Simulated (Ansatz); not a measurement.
# Al (Pm-3m) in Ansatz: reference runs

How does Al come out in PBE? The cell is run as given and disturbed.

Program: Ansatz 0.2.0. These are calculated values, not measurements. Logs are shortened: lines on timing, memory, paths and dates and some standing lists are left out, and cuts for length are marked.

**1. The structure**

It takes space group Pm-3m (No. 221, cubic). The conventional cell has a = 2.722 Å, b = 2.722 Å, c = 2.722 Å, α = 90.00°, β = 90.00°, γ = 90.00°. Al (site symmetry m-3m) is surrounded by 6 Al at 2.72 Å.

The cell was built by a generator and needn't be a form met in nature.

**2. Single point, PBE**

The input, input.yaml:

```yaml
crystal:
  lattice:
    - [2.72176, 0.0, 0.0]
    - [0.0, 2.72176, 0.0]
    - [0.0, 0.0, 2.72176]
  atoms:
    - { symbol: Al, position: [0.0, 0.0, 0.0] }
hamiltonian:
  xc: pbe
  pseudopotentials: { kind: paw }
kpoints:
  mp_grid: { grid: [10, 10, 10] }
scf:
  occupations: { method: fermi_dirac, width: 0.05 }
output:
  forces: true
  stress: true
  eigenvalues: true
```

Potentials or basis: Ansatz PAW.

Command:

```sh
> ansatz run input.yaml --threads 2 --pin off --max-ram 5632MiB --backend cpu --events-out ev --progress --plain --runs-dir out
```

What it wrote:

```text
Warning: RAYON_NUM_THREADS=2 ignored (pool sized by the plan → 2); use --threads N
Engine: ansatz 0.2.0, aarch64-unknown-linux-gnu
Pseudopotentials: kind: paw
Pseudopotential: Al, paw, valence charge 3, recommended cutoff 420 eV (normal), Al.paw.azcp
Functional definition: PBE
  parameter kappa = 0.804
  parameter beta = 0.06672455060314922
  exchange = pbe_x(kappa = kappa, mu = beta*pi^2/3)
  correlation = pbe_c(beta = beta)
Crystal: 1 atoms, lattice volume = 20.163 Å³
Basis set: ecut = 420 eV, 389 PW (Γ), exchange–correlation on 40×40×40 points (8 copies of the dense FFT grid, shifted against one another)
Bands: 6, of which v1, the nominal top of the filled ones, is band 2 counted from 1 (1 counted from 0)
Symmetry: 48 space group operations
Space group: Pm-3m (ITA 221), of the structure as read, at distance tolerance 2.7e-5 Å
k-points: 56 of 1000
Non-local potential: Al, projectors of the file, l = 0: 2, l = 1: 2, l = 2: 1
PAW form: soft (Blöchl's): semilocal exchange-correlation on the pseudo side does not see the compensation charge
PAW one-centre angular grid: Al, 110 points (default); XC on 64 Gauss nodes
Initial density: superposition of atomic densities (neutral atoms: chi_scale 0, normalization atom), corrected by the library's trained network
Initial wavefunctions: pseudopotential atomic-orbital guess
Functional: x = pbe(κ = 0.804, μ = 0.2195149727645171), c = pbe(β = 0.06672455060314922)
SCF iter   1: F=—  HF=-537.129128 eV  |F-HF|=—  |Δ(HF+E_count)|=         —  Δρ=1.64e-3  dr2=7.59e-4  ethr=1.77e-3  ⟨swp⟩=5.0  Hψ=3071  notcnv=0
preconditioner: auto → none  [metal: Δε(μ)=0.082 eV  Ē_g=11.905 eV  σ=0.050 eV  W_gap=0.37  n_scr=0 (ndim 8)  ℏωp=14.3 eV  f_vac=0.000  D(μ)=0.53/eV (n_scr^D=0)]
SCF iter   2: F=—  HF=-537.129056 eV  |F-HF|=—  |Δ(HF+E_count)|=   7.14e-5  Δρ=7.85e-4  dr2=1.71e-4  ethr=2.53e-5  ⟨swp⟩=1.0  Hψ=785  notcnv=0
SCF iter   3: F=—  HF=-537.129055 eV  |F-HF|=—  |Δ(HF+E_count)|=   1.27e-6  Δρ=4.20e-5  dr2=4.32e-7  ethr=5.70e-6  ⟨swp⟩=1.9  Hψ=443  notcnv=0
SCF iter   4: F=—  HF=-537.129083 eV  |F-HF|=—  |Δ(HF+E_count)|=   2.82e-5  Δρ=1.19e-5  dr2=3.97e-8  ethr=1.44e-8  ⟨swp⟩=2.0  Hψ=444  notcnv=0
iter 5 did not close the SCF: its close was put off for the readings that it lacked (scf_convergence_deferred on its scf_iter line)
SCF iter   5: F=-537.129083 eV  HF=-537.129083 eV  |F-HF|=7.32e-11  |Δ(HF+E_count)|=   1.50e-9  Δρ=2.05e-6  dr2=1.12e-9  ethr=1.32e-9  ⟨swp⟩=1.9  Hψ=442  notcnv=0
SCF iter   6: F=-537.129083 eV  HF=-537.129083 eV  |F-HF|=1.14e-13  |Δ(HF+E_count)|=  1.66e-10  Δρ=1.71e-7  dr2=8.19e-12  ethr=3.75e-11  ⟨swp⟩=1.7  Hψ=1105  notcnv=0
SCF 1 converged in 6 iterations: F = -537.129083 eV  dr2 = 8.19e-12
SCF converged after 6 iterations
Free energy (F): -537.129083 eV
Harris-Foulkes:  -537.129083 eV  (|F-HF|=1.14e-13)
Internal energy: -537.124680 eV  (E = F + TS)
E sigma→0 (E₀):  -537.126882 eV
Entropy (-TS):   -0.004403 eV (-4.403 meV/atom)
Fermi energy:    5.618419 eV
--- Per-component energies (eV) ---
  E_band       = 5.653955
  E_kinetic    = 20.892565
  E_local      = 4.297636  (includes V_loc(G=0)·N_el)
  E_nonlocal   = 10.923211
  E_hartree    = 0.440491
  E_xc         = -38.745935
  E_vxc        = -27.624827  (∫ρ·V_xc dr)
  E_paw        = -467.383579  (= ΣΔE_a)
  E_vpaw       = -3.715613  (= ΣTr[D̂ρ^β])
  E_aug_tail   = -0.000002  (compensation charges beyond the density's cutoff)
  E_ewald      = -67.549068
  E_smearing   = -0.004403  (= −TS)
  E_closure    = 0.000000  (closes the sum)
  Σ components = -537.129083   (vs F -537.129083, Δ=0.00e0)
--- Forces (eV/Å), atoms counted from 1 ---
  atom   1  Al    -0.00000000    -0.00000000     0.00000000
  max |Σ_I F_I| component: 3.66e-33 eV/Å
--- Stress (GPa, compression-positive) ---
        0.368589       0.000000       0.000000
       -0.000000       0.368589      -0.000000
        0.000000      -0.000000       0.368589
  P = ⅓ Tr σ = 0.3686 GPa (3.686 kbar)
--- Band table (eV; the first three rows and the last of 56) ---
  k-point 0: bands = ["-3.9399", "13.5474", "13.5474", "14.7304", "14.7304", "14.7304"]
  k-point 1: bands = ["-3.7426", "11.1023", "13.7117", "14.8954", "14.8954", "16.7675"]
  k-point 2: bands = ["-3.1533", "8.2013", "14.1883", "15.3897", "15.3897", "18.4831"]
  k-point 55: bands = ["8.4726", "8.4726", "8.4726", "11.1668", "11.1668", "11.1668"]
```

Run time: 0.39 s. Hardware: 2 threads of Arm Neoverse V1, shared host; peak memory 0.24 GiB.

Results:

```yaml
Free_energy: -537.1291 eV
Pressure: 0.4 GPa
Band_gap_on_the_k_mesh: none (metal or under the smearing width)
```

**3. Single point, PBE (cell strained at random at fixed volume)**

The input, input.yaml:

```yaml
crystal:
  lattice:
    - [2.723135, 0.022662, 0.021993]
    - [0.022662, 2.756882, 0.047829]
    - [0.021993, 0.047829, 2.686914]
  atoms:
    - { symbol: Al, position: [0.010173, -0.020131, 0.003533] }
hamiltonian:
  xc: pbe
  pseudopotentials: { kind: paw }
kpoints:
  mp_grid: { grid: [10, 10, 10] }
scf:
  occupations: { method: fermi_dirac, width: 0.05 }
output:
  forces: true
  stress: true
  eigenvalues: true
  write_density: true
  write_potential: true
  elf: true
  volumetric_format: npy
```

Potentials or basis: Ansatz PAW.

Command:

```sh
> ansatz run input.yaml --threads 2 --pin off --max-ram 5632MiB --backend cpu --events-out ev --progress --plain --runs-dir out
```

What it wrote:

```text
Warning: RAYON_NUM_THREADS=2 ignored (pool sized by the plan → 2); use --threads N
[... 8 set-up lines as earlier in the session ...]
Crystal: 1 atoms, lattice volume = 20.163 Å³
Basis set: ecut = 420 eV, 399 PW (Γ), exchange–correlation on 40×40×36 points (8 copies of the dense FFT grid, shifted against one another)
Bands: 6, of which v1, the nominal top of the filled ones, is band 2 counted from 1 (1 counted from 0)
Symmetry: 2 space group operations
Space group: P-1 (ITA 2), of the structure as read, at distance tolerance 2.7e-5 Å
k-points: 504 of 1000
[... 6 set-up lines as earlier in the session ...]
SCF iter   1: F=—  HF=-537.130506 eV  |F-HF|=—  |Δ(HF+E_count)|=         —  Δρ=1.75e-3  dr2=8.83e-4  ethr=1.77e-3  ⟨swp⟩=4.9  Hψ=27293  notcnv=0
preconditioner: auto → none  [metal: Δε(μ)=0.019 eV  Ē_g=11.904 eV  σ=0.050 eV  W_gap=0.09  n_scr=0 (ndim 8)  ℏωp=14.3 eV  f_vac=0.000  D(μ)=0.46/eV (n_scr^D=0)]
SCF iter   2: F=—  HF=-537.130400 eV  |F-HF|=—  |Δ(HF+E_count)|=   1.06e-4  Δρ=8.25e-4  dr2=1.92e-4  ethr=2.94e-5  ⟨swp⟩=1.0  Hψ=7056  notcnv=0
SCF iter   3: F=—  HF=-537.130391 eV  |F-HF|=—  |Δ(HF+E_count)|=   8.74e-6  Δρ=4.45e-5  dr2=4.38e-7  ethr=6.39e-6  ⟨swp⟩=2.0  Hψ=3794  notcnv=0
SCF iter   4: F=—  HF=-537.130364 eV  |F-HF|=—  |Δ(HF+E_count)|=   2.69e-5  Δρ=1.41e-5  dr2=2.71e-8  ethr=1.46e-8  ⟨swp⟩=2.0  Hψ=3791  notcnv=0
iter 5 did not close the SCF: its close was put off for the readings that it lacked (scf_convergence_deferred on its scf_iter line)
SCF iter   5: F=-537.130364 eV  HF=-537.130364 eV  |F-HF|=2.88e-10  |Δ(HF+E_count)|=   3.46e-8  Δρ=1.97e-6  dr2=1.04e-9  ethr=9.03e-10  ⟨swp⟩=2.1  Hψ=3704  notcnv=0
SCF iter   6: F=-537.130364 eV  HF=-537.130364 eV  |F-HF|=2.79e-11  |Δ(HF+E_count)|=  1.37e-10  Δρ=5.96e-7  dr2=9.66e-11  ethr=3.48e-11  ⟨swp⟩=4.4  Hψ=10937  notcnv=0
SCF 1 converged in 6 iterations: F = -537.130364 eV  dr2 = 9.66e-11
SCF converged after 6 iterations
Free energy (F): -537.130364 eV
Harris-Foulkes:  -537.130364 eV  (|F-HF|=2.79e-11)
Internal energy: -537.126490 eV  (E = F + TS)
E sigma→0 (E₀):  -537.128427 eV
Entropy (-TS):   -0.003875 eV (-3.875 meV/atom)
Fermi energy:    5.647037 eV
--- Per-component energies (eV) ---
  E_band       = 5.649847
  E_kinetic    = 20.890246
  E_local      = 4.301169  (includes V_loc(G=0)·N_el)
  E_nonlocal   = 10.909828
  E_hartree    = 0.443128
  E_xc         = -38.745029
  E_vxc        = -27.624402  (∫ρ·V_xc dr)
  E_paw        = -467.381184  (= ΣΔE_a)
  E_vpaw       = -3.713253  (= ΣTr[D̂ρ^β])
  E_aug_tail   = -0.000002  (compensation charges beyond the density's cutoff)
  E_ewald      = -67.544646
  E_smearing   = -0.003875  (= −TS)
  E_closure    = 0.000000  (closes the sum)
  Σ components = -537.130364   (vs F -537.130364, Δ=0.00e0)
--- Forces (eV/Å), atoms counted from 1 ---
  atom   1  Al     0.00000000     0.00000000     0.00000000
  max |Σ_I F_I| component: 0.00e0 eV/Å
--- Stress (GPa, compression-positive) ---
        0.242877      -0.045228       0.444077
       -0.045228      -0.544579       0.667080
        0.444077       0.667080       1.038981
  P = ⅓ Tr σ = 0.2458 GPa (2.458 kbar)
--- Band table (eV; the first three rows and the last of 504) ---
  k-point 0: bands = ["-3.9407", "13.3952", "13.7071", "14.2471", "14.7165", "15.2701"]
  k-point 1: bands = ["-3.7375", "11.4046", "13.5748", "14.4270", "14.8877", "16.9738"]
  k-point 2: bands = ["-3.1305", "8.4778", "14.0471", "14.9570", "15.3971", "18.4522"]
  k-point 503: bands = ["8.0292", "8.5587", "8.8387", "10.7159", "11.2145", "11.4980"]
```

rho_z.tsv:

```text
# z_ang	rho[e/angstrom^3]
# format = ansatz-planar-average/11
# lattice	2.723135000	0.022662000	0.021993000
# lattice	0.022662000	2.756882000	0.047829000
# lattice	0.021993000	0.047829000	2.686914000
# sites	1
# site	13	0.027323945	-0.055099271	0.008753756
0.000000	1.664673e-1
0.149302	1.657780e-1
0.298603	1.637050e-1
0.447905	1.607249e-1
0.597207	1.566586e-1
0.746508	1.503724e-1
[... 10 lines left out ...]
2.388826	1.633681e-1
2.538128	1.655821e-1
```

Wall time 2.9 s (2 threads of Arm Neoverse V1, shared host); peak memory 0.34 GiB.

Results:

| Property | Result |
| --- | --- |
| Free energy | -537.1304 eV |
| Pressure | 0.2 GPa |
| Band gap on the k mesh | none (metal or under the smearing width) |
